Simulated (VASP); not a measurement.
# Local probes of InSe

Wanted: the field gradients at the nuclei of InSe. The cell has space group R3m. The start is a cell from a database of measured crystal structures.

Calculated with VASP 6.6.1; LDA; plane waves and PAW (In_d, Se), in the first sound run; inputs show where later runs differ.

The database entry behind the starting cell differs from later determinations by our own check (c about 1.5 % long), so it need not match the best structure at ambient conditions.

### Step 1. The starting structure

Symmetry: R3m, No. 160, trigonal system. The conventional cell has a = 4.000 Å, b = 4.000 Å, c = 25.320 Å, α = 90.00°, β = 90.00°, γ = 120.00°. In has 3 Se at 2.63 Å and 1 In at 2.82 Å nearest. Nearest to In lie 3 Se at 2.64 Å and 1 In at 2.82 Å. Nearest to Se lie 3 In at 2.63 Å. Nearest to Se lie 3 In at 2.64 Å. Farther neighbours and most contacts between anions are not listed.

Structure file:

```
In Se
1.0
     2.00000    1.15470    8.44000
    -2.00000    1.15470    8.44000
     0.00000   -2.30940    8.44000
In Se
2 2
Cartesian
  0.0000 0.0000 22.4994
  0.0000 0.0000 0.0000
  0.0000 0.0000 4.3525
  0.0000 0.0000 9.7102
```

### Step 2. Local probes at LDA

Field gradients probe the charge near the nuclei, so LASPH is on and the cutoff is at least 1.4 times the default of the data sets; this run is at LDA.

INCAR reads:

```
SYSTEM = InSe
PREC = Accurate
ENCUT = 400
EDIFF = 1E-07
NELM = 100
ISMEAR = -1
SIGMA = 0.05
LREAL = .FALSE.
ALGO = Normal
GGA = CA
NBANDS = 25
LORBIT = 11
LWAVE = .FALSE.
LCHARG = .FALSE.
KPAR = 2
LEFG = .TRUE.
ICORELEVEL = 1
LASPH = .TRUE.
```

POSCAR reads:

```
InSe
1.0
    2.0000000000      1.1547005384      8.4400000000
   -2.0000000000      1.1547005384      8.4400000000
    0.0000000000     -2.3094010768      8.4400000000
In Se
2 2
Direct
    0.8886000000      0.8886000000      0.8886000000
    0.0000000000      0.0000000000      0.0000000000
    0.1719000000      0.1719000000      0.1719000000
    0.3835000000      0.3835000000      0.3835000000
```

KPOINTS reads:

```
Automatic mesh
0
Gamma
8 8 8
0 0 0
```

Potentials, in the order of the species: In_d and Se (PBE family, release 64).

The run is started by

```bash
$ mpirun -np 2 vasp_std
```

What it wrote:

```text
[banner, memory and clock lines left out]
running    2 mpi-ranks, on    1 nodes
 distrk:  each k-point on    1 cores,    2 groups
 distr:  one band on    1 cores,    1 groups

 POSCAR found type information on POSCAR InSe
 POSCAR found :  2 types and       4 ions
|                                                                             |
|               ----> ADVICE to this user running VASP <----                  |
|                                                                             |
|     You enforced a specific xc type in the INCAR file but a different       |
|     [... a line on the potential file left out ...]
|     I HOPE YOU KNOW WHAT YOU ARE DOING!                                     |
|                                                                             |

 LDA part: xc-table for (Slater(with rela. corr.)+CA(PZ))
 , standard interpolation
 POSCAR, INCAR and KPOINTS ok, starting setup
 FFT: planning ... GRIDC
 FFT: planning ... GRID_SOFT
 FFT: planning ... GRID
 WAVECAR not read
 entering main loop
       N       E                     dE             d eps       ncg     rms          rms(c)
DAV:   1     0.305530168078E+03    0.30553E+03   -0.15085E+04  3250   0.139E+03
DAV:   2     0.166190952624E+02   -0.28891E+03   -0.28288E+03  3364   0.358E+02
DAV:   3    -0.159764843865E+02   -0.32596E+02   -0.32151E+02  4219   0.138E+02
DAV:   4    -0.172407475282E+02   -0.12643E+01   -0.12615E+01  3706   0.298E+01
DAV:   5    -0.173012037357E+02   -0.60456E-01   -0.60447E-01  5338   0.583E+00    0.676E+00
DAV:   6    -0.167898370026E+02    0.51137E+00   -0.11269E+00  4414   0.193E+01    0.391E+00
DAV:   7    -0.167469571131E+02    0.42880E-01   -0.36544E-01  4554   0.521E+00    0.109E+00
DAV:   8    -0.167416873256E+02    0.52698E-02   -0.32065E-02  4878   0.204E+00    0.681E-01
DAV:   9    -0.167405489639E+02    0.11384E-02   -0.49628E-03  3862   0.476E-01    0.139E-01
DAV:  10    -0.167405689579E+02   -0.19994E-04   -0.30621E-04  4778   0.141E-01    0.866E-02
DAV:  11    -0.167405836258E+02   -0.14668E-04   -0.53449E-05  4264   0.903E-02    0.291E-02
DAV:  12    -0.167405799223E+02    0.37034E-05   -0.11454E-05  4804   0.421E-02    0.108E-02
DAV:  13    -0.167405802112E+02   -0.28887E-06   -0.20975E-06  4717   0.113E-02    0.514E-03
DAV:  14    -0.167405802707E+02   -0.59506E-07   -0.28082E-07  2800   0.847E-03
ion   1
     0.0000000     0.0000000    -0.0000000    -1.0639223     0.0000000    -0.0000000
     0.0000565     0.0000000    -0.0000000    -1.0639223     0.0000000    -0.0000000
     0.0000778     0.0000000    -0.0000000    -1.0639223     0.0000000    -0.0000000
     0.0001071     0.0000000    -0.0000000    -1.0639222     0.0000000    -0.0000000
     0.0001475     0.0000000    -0.0000000    -1.0639221     0.0000000    -0.0000000

     0.0000000    -0.0000000    -0.0000000    77.5368111    -0.0000000    -0.0000001
     0.0000565    -0.0000000    -0.0000000    77.5209343    -0.0000000    -0.0000001
     0.0000778    -0.0000000    -0.0000000    77.5123342    -0.0000000    -0.0000001
     0.0001071    -0.0000000    -0.0000000    77.4985575    -0.0000000    -0.0000001
     0.0001475    -0.0000000    -0.0000000    77.4765778    -0.0000000    -0.0000001

ion   2
     0.0000000    -0.0000000     0.0000000    -1.0616535     0.0000000    -0.0000000
     0.0000565    -0.0000000     0.0000000    -1.0616535     0.0000000    -0.0000000
     0.0000778    -0.0000000     0.0000000    -1.0616535     0.0000000    -0.0000000
     0.0001071    -0.0000000     0.0000000    -1.0616534     0.0000000    -0.0000000
     0.0001475    -0.0000000     0.0000000    -1.0616533     0.0000000    -0.0000000

     0.0000000     0.0000000     0.0000000    77.7828118    -0.0000000    -0.0000001
     0.0000565     0.0000000     0.0000000    77.7668882    -0.0000000    -0.0000001
     0.0000778     0.0000000     0.0000000    77.7582630    -0.0000000    -0.0000001
     0.0001071     0.0000000     0.0000000    77.7444463    -0.0000000    -0.0000001
     0.0001475     0.0000000     0.0000000    77.7224029    -0.0000000    -0.0000001

ion   3
     0.0000000     0.0000000    -0.0000000     0.6542283    -0.0000000    -0.0000000
     0.0000499     0.0000000    -0.0000000     0.6542283    -0.0000000    -0.0000000
     0.0000687     0.0000000    -0.0000000     0.6542283    -0.0000000    -0.0000000
     0.0000946     0.0000000    -0.0000000     0.6542283    -0.0000000    -0.0000000
     0.0001302     0.0000000    -0.0000000     0.6542282    -0.0000000    -0.0000000

     0.0000000     0.0000000    -0.0000000    52.1581082    -0.0000000    -0.0000000
     0.0000499     0.0000000    -0.0000000    52.1559739    -0.0000000    -0.0000000
     0.0000687     0.0000000    -0.0000000    52.1547872    -0.0000000    -0.0000000
     0.0000946     0.0000000    -0.0000000    52.1528698    -0.0000000    -0.0000000
     0.0001302     0.0000000    -0.0000000    52.1497878    -0.0000000    -0.0000000

ion   4
     0.0000000    -0.0000000     0.0000000     0.5748415    -0.0000000    -0.0000000
     0.0000499    -0.0000000     0.0000000     0.5748415    -0.0000000    -0.0000000
     0.0000687    -0.0000000     0.0000000     0.5748414    -0.0000000    -0.0000000
     0.0000946    -0.0000000     0.0000000     0.5748414    -0.0000000    -0.0000000
     0.0001302    -0.0000000     0.0000000     0.5748414    -0.0000000    -0.0000000

     0.0000000    -0.0000000     0.0000000    48.6061582    -0.0000000    -0.0000000
     0.0000499    -0.0000000     0.0000000    48.6041778    -0.0000000    -0.0000000
     0.0000687    -0.0000000     0.0000000    48.6030774    -0.0000000    -0.0000000
     0.0000946    -0.0000000     0.0000000    48.6013000    -0.0000000    -0.0000000
     0.0001302    -0.0000000     0.0000000    48.5984439    -0.0000000    -0.0000000

   1 F= -.16740580E+02 E0= -.16740489E+02  d E =-.181667E-03
```

Run time: 6.4 min. Hardware: 2 MPI ranks of AMD EPYC 7R43, shared host; peak memory 0.79 GiB.

The logs omit lines about the potential files and the build; timing stands in the text.

Parts of OUTCAR (step 2):

```text
ion  position               nearest neighbor table
   1  0.889  0.889  0.889-   3 2.63   3 2.63   3 2.63   2 2.82
   2  0.000  0.000  0.000-   4 2.64   4 2.64   4 2.64   1 2.82
   3  0.172  0.172  0.172-   1 2.63   1 2.63   1 2.63
   4  0.383  0.383  0.383-   2 2.64   2 2.64   2 2.64

  LATTYP: Found a trigonal (rhomboedric) cell.
 ALAT       =     8.7502533297
 COS(alpha) =     0.8955162542

 Subroutine GETGRP returns: Found  6 space group operations
 (whereof  6 operations were pure point group operations)

The static configuration has the point symmetry C_3v.

 Found     65 irreducible k-points:

   k-points           NKPTS =     65   k-points in BZ     NKDIM =     65   number of bands    NBANDS=     25

   dimension x,y,z NGX =    60 NGY =   60 NGZ =   60
   dimension x,y,z NGXF=   120 NGYF=  120 NGZF=  120

   ENCUT  =  400.0 eV  29.40 Ry    5.42 a.u.  14.27 14.27 14.27*2*pi/ulx,y,z

   NELECT =      38.0000    total number of electrons

 k-points in reciprocal lattice and weights: Automatic mesh
   0.00000000  0.00000000  0.00000000       0.002
   0.12500000 -0.00000000  0.00000000       0.012
   0.25000000 -0.00000000  0.00000000       0.012
   0.37500000  0.00000000  0.00000000       0.012
   0.50000000 -0.00000000  0.00000000       0.006
   0.12500000  0.12500000  0.00000000       0.012
   0.25000000  0.12500000  0.00000000       0.023
   0.37500000  0.12500000  0.00000000       0.023
   0.50000000  0.12500000  0.00000000       0.023
[...]
-0.37500000  0.50000000  0.37500000       0.012
   0.50000000  0.50000000  0.50000000       0.002

 the core state eigenenergies are
   1-  1s -27740.1931  2s  -4146.6891  2p  -3720.6748  3s   -780.5218  3p   -641.0768
       3d   -424.7592  4s   -111.6305  4p    -70.0827
   2-  1s -27740.1904  2s  -4146.6859  2p  -3720.6717  3s   -780.5184  3p   -641.0734
       3d   -424.7558  4s   -111.6266  4p    -70.0788
   3-  1s -12493.3940  2s  -1596.9330  2p  -1403.2778  3s   -203.6479  3p   -143.1212
       3d    -43.3147
   4-  1s -12493.3901  2s  -1596.9289  2p  -1403.2737  3s   -203.6430  3p   -143.1162
       3d    -43.3096

 E-fermi :   3.9419

 k-point     1 :       0.0000    0.0000    0.0000
  band No.  band energies     occupation
    ...
     15       2.2295      2.00000
     16       2.5056      2.00000
     17       2.5056      2.00000
     18       2.5989      2.00000
     19       2.5989      2.00000
     20       5.3722      0.00000
     21       5.7324      0.00000
     22       8.1123      0.00000
     23       8.1123      0.00000
     24       8.8715      0.00000
    ...

 k-point     2 :       0.1250   -0.0000    0.0000
  band No.  band energies     occupation
    ...
     15       1.4635      2.00000
     16       2.1092      2.00000
     17       2.3040      2.00000
     18       2.4307      2.00000
     19       2.6741      2.00000
     20       5.7272      0.00000
     21       6.4325      0.00000
     22       7.4041      0.00000
     23       8.2705      0.00000
     24       8.5126      0.00000
    ...

 k-point     3 :       0.2500   -0.0000    0.0000
  band No.  band energies     occupation
    ...
     15       0.2758      2.00000
     16       1.7540      2.00000
     17       1.9046      2.00000
     18       2.0437      2.00000
     19       2.7846      2.00000
     20       5.7040      0.00000
     21       5.8897      0.00000
     22       7.7261      0.00000
     23       7.9332      0.00000
     24       8.4993      0.00000
    ...

  Total       -0.6479124     -0.6479124     -1.5573567     -0.0000000      0.0000000      0.0000000
  in kB       -8.8763383     -8.8763383    -21.3356376     -0.0000000      0.0000000      0.0000000
  external PRESSURE =     -13.0294381 kB  Pullay stress =       0.0000000 kB

  energy-cutoff  :      400.00
  volume of cell :      116.95
      direct lattice vectors                 reciprocal lattice vectors
     2.000000000  1.154700538  8.440000000     0.250000000  0.144337567  0.039494471
    -2.000000000  1.154700538  8.440000000    -0.250000000  0.144337567  0.039494471
     0.000000000 -2.309401077  8.440000000     0.000000000 -0.288675135  0.039494471

 POSITION                                       TOTAL-FORCE (eV/Angst)
 -----------------------------------------------------------------------------------
      0.00000      0.00000     22.49935         0.000000      0.000000      0.268732
      0.00000      0.00000      0.00000         0.000000      0.000000     -0.251211
      0.00000      0.00000      4.35251         0.000000     -0.000000      0.016822
      0.00000      0.00000      9.71022         0.000000      0.000000     -0.034343
 -----------------------------------------------------------------------------------
    total drift:                               -0.000000      0.000000      0.000403

  FREE ENERGIE OF THE ION-ELECTRON SYSTEM (eV)
  ---------------------------------------------------
  free  energy   TOTEN  =       -16.7405802707 eV

  energy  without entropy=      -16.7403986033  energy(sigma->0) =      -16.74048944

 Electric field gradients after diagonalization (V/A^2)
 (convention: |V_zz| > |V_xx| > |V_yy|)
----------------------------------------------------------------------
 ion       V_xx      V_yy      V_zz     asymmetry (V_yy - V_xx)/ V_zz
----------------------------------------------------------------------
   1      48.593    48.593   -97.185       0.000
   2      48.743    48.743   -97.487       0.000
   3      33.146    33.146   -66.292       0.000
   4      30.911    30.911   -61.822       0.000
----------------------------------------------------------------------

 total charge
# of ion       s       p       d       tot
------------------------------------------
    1        0.867   0.682   9.890  11.439
    2        0.867   0.680   9.890  11.437
    3        1.479   2.319   0.024   3.822
    4        1.480   2.318   0.024   3.821
--------------------------------------------------
tot          4.693   5.998  19.827  30.519

[... 3 further parts left out ...]
```

These are scalar-relativistic Kohn-Sham levels of the ground state, with no core hole, so they are not binding energies. The atoms bear forces, and field gradients depend strongly on their positions. The PAW data sets were made with PBE, though LDA sets exist; this is a small mismatch.

This step gave:

| Quantity | Value |
| --- | --- |
| free energy (TOTEN) | -16.74 eV |
| energy at zero smearing | -16.74 eV |
| Fermi energy | 3.942 eV |
| pressure | -1.303 GPa |

The two shallowest core shells; atoms whose shallowest level rounds to another's at 0.01 eV are left out. Core levels, by row:

```
atom  shell  level below the valence-band top (eV)
 In1     4s                                  115.4
 In1     4p                                   73.9
 In2     4s                                  115.4
 In2     4p                                  73.89
 Se3     3p                                  146.9
 Se3     3d                                  47.13
 Se4     3p                                  146.9
 Se4     3d                                  47.12
```

Ordered as |Vzz| ≥ |Vxx| ≥ |Vyy|, the program's way. Electric field gradients, by row:

```
atom  Vxx (V/Å²)  Vyy (V/Å²)  Vzz (V/Å²)  asymmetry
 In1       48.59       48.59      -97.19          0
 In2       48.74       48.74      -97.49          0
 Se3       33.15       33.15      -66.29          0
 Se4       30.91       30.91      -61.82          0
```

The largest gradient is -97.49 V/Å², at In2.

(Part 1 of 3 ends here.)

[Lines on the potential files, build, host, timing and source positions are cut from VASP's logs without a mark.]

[Logs are printed without paths, hosts, clocks, repeated set-up lines and the standing remarks that a program may print on its own settings, such as how far it seeks lower states.]

[Hosts, paths, dates, database ids (printed as entryN), source tags and the programs' standing remarks are cut or masked in the printed files.]
